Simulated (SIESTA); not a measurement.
Runs of SIESTA 5.4.2 on NiSb (Breithauptite). The structure is hexagonal, space group P6_3/mmc (No. 194). The conventional cell has a = 3.928 Å, b = 3.928 Å, c = 5.120 Å, α = 90.00°, β = 90.00°, γ = 120.00°. Around Sb (site symmetry -6m2) lie 6 Ni at 2.60 Å. Ni (site symmetry -3m) has 2 Ni at 2.56 Å and 6 Sb at 2.60 Å as nearest neighbours. 

```csv
level,potentials or basis,gap on the mesh (eV),pressure (GPa),moment (μB)
PW91,"PseudoDojo 0.4 standard (PBE files), DZP (energy shift 0.003 Ry; two zetas on semicore shells)",none,(a),0.00
AM05,"PseudoDojo 0.4 standard (PBEsol files), DZP (energy shift 0.003 Ry; two zetas on semicore shells)",none,-0.9,0.00
LDA,"PseudoDojo 0.4 standard (LDA files), DZP (energy shift 0.003 Ry; two zetas on semicore shells)",none,-3.7,0.00
RPBE,"PseudoDojo 0.4 standard (PBE files), DZP (energy shift 0.003 Ry; two zetas on semicore shells)",none,8.5,0.00
BLYP,"PseudoDojo 0.4 standard (PBE files), DZP (energy shift 0.003 Ry; two zetas on semicore shells)",none,13.0,0.00
WC,"PseudoDojo 0.4 standard (PBEsol files), DZP (energy shift 0.003 Ry; two zetas on semicore shells)",none,(b),0.00
revPBE,"PseudoDojo 0.4 standard (PBE files), DZP (energy shift 0.003 Ry; two zetas on semicore shells)",none,7.7,0.00
PBEsol,"PseudoDojo 0.4 standard (PBEsol files), DZP (energy shift 0.003 Ry; two zetas on semicore shells)",none,-0.1,0.00
```

Alike in all rows: task single point; spin collinear, ferromagnetic start; cell as given; k mesh 6 × 6 × 4; smearing fermi-dirac 0.05 eV; grid cutoff 800 Ry; energy shift 0.003 Ry.

Q: Estimate the missing entries.

A: (a) 5.6; (b) 0.7.

Caveats: short orbitals over semicore shells can move pressures by several GPa; the basis of atomic orbitals isn't converged, which shifts pressures, moduli and gaps; the potentials were made for another functional, which shifts forces and pressure (some runs).

A k mesh can miss the band edges, and the runs leave out spin-orbit coupling on Sb.

A gap of «none» marks a metal or a gap under the smearing width.

Runs at the PBE level aren't shown here.
